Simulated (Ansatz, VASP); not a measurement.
# Two plane-wave programs on Ta3Si

```
Ta Si
1.0
     0.00000    3.21130    3.21130
     3.21130    0.00000    3.21130
     3.21130    3.21130    0.00000
Ta Si
3 1
Direct
  0.25000 0.25000 0.25000
  0.75000 0.75000 0.75000
  0.50000 0.50000 0.50000
  0.00000 0.00000 0.00000
```

Alike in both runs: functional r2SCAN; k mesh 6 × 6 × 6; occupations gaussian, width 0.1 eV; no spin polarisation.

Ansatz relaxed the structure, and its values are those at the end. VASP's run is a single point on that final structure, the one shown.

|  | VASP | Ansatz |
| --- | --- | --- |
| version | VASP 6.6.1 | Ansatz 0.2.0 |
| potentials or method | VASP PAW PBE potentials, release 64 (Ta_pv, Si) | scalar-relativistic, plane waves, PAW |
| plane-wave cutoff (eV) | 520 | 500 |
| valence electrons in the cell | 37 | 43 |

|  | VASP | Ansatz | Ansatz less VASP |
| --- | --- | --- | --- |
| gap on the k mesh at the Fermi level (eV) | none | none | - |
| pressure (GPa) | 0.7 | 0.0 | -0.64 |

A gap of «none» marks a metal or a gap that the smearing closes. The functional is the same, so the differences come from potentials, cutoffs and numerics. The two sets of potentials don't hold the same shells in valence.

Caveats: the PAW data sets were made with another functional, which shifts forces and pressure a little (VASP). The runs have no spin-orbit coupling, so splittings on Ta are missing.
